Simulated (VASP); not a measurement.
Set up this calculation in VASP 6.6.1, as the native input.

- Task: relaxation of cell and atoms
- Functional: PBE
- Dispersion: D3(BJ)
- Potentials or basis: VASP PAW PBE potentials, release 64 (Te, Mo_sv)
- Cutoff: 600 eV
- k mesh: 9 × 9 × 2
- Occupations: gaussian, width 0.03 eV
- Spin: no spin polarisation
- Further INCAR settings: ALGO = Normal; EDIFF = 1e-06; IBRION = 2; EDIFFG = -0.01; NSW = 90; ISIF = 3

The structure of Te2Mo lies in POSCAR:

```
Te2Mo
1.0
    3.5182000000      0.0000000000      0.0000000000
   -1.7591000000      3.0468505756      0.0000000000
    0.0000000000      0.0000000000     13.9736000000
Te Mo
4 2
Direct
    0.3333333333      0.6666666667      0.6210000000
    0.6666666667      0.3333333333      0.1210000000
    0.3333333333      0.6666666667      0.8790000000
    0.6666666667      0.3333333333      0.3790000000
    0.3333333333      0.6666666667      0.2500000000
    0.6666666667      0.3333333333      0.7500000000
```

These files were run (other wordings do the same):

INCAR

```
SYSTEM = Te2Mo
PREC = Accurate
ENCUT = 600
EDIFF = 1E-6
ISMEAR = 0
SIGMA = 0.03
LREAL = .FALSE.
LASPH = .TRUE.
NELM = 80
ALGO = Normal
ISIF = 3
LWAVE = .FALSE.
LCHARG = .FALSE.
GGA = PE
IVDW = 12
IBRION = 2
NSW = 90
EDIFFG = -0.01
KPAR = 4
```

KPOINTS

```
regular mesh
0
G
  9 9 2
  0 0 0
```

Potentials or basis: VASP PAW PBE potentials, release 64 (Te, Mo_sv).

Command:

```sh
$ cat potpaw_PBE.64/Te/POTCAR potpaw_PBE.64/Mo_sv/POTCAR > POTCAR
$ mpirun -np 4 vasp_std > vasp.out
```

Results of the run:

```
Relaxed volume                         : 24.15 Å³/atom
Relaxed cell                           : a = 3.496 Å, b = 3.496 Å, c = 13.695 Å, α = 90.00°, β = 90.00°, γ = 120.00°
Space group after relaxing (to 0.05 Å) : P6_3/mmc (No. 194)
Energy gained by relaxing              : 4.2 meV/atom
Ionic steps                            : 11
Pressure after relaxing                : 0.0 GPa
Band gap on the k mesh                 : 0.67 eV, indirect (least direct gap 1.03 eV)
Dispersion energy per atom             : -0.554 eV
```

Caveat: spin-orbit coupling is left out, which moves the levels of the heavy elements; an odd mesh through Γ misses points on the zone boundary, where band edges often lie.

Wall time 2.8 min on 4 MPI ranks on AMD EPYC 9R45 96-Core Processor (Zen 5) (shared host), peak memory 0.37 GiB a rank.
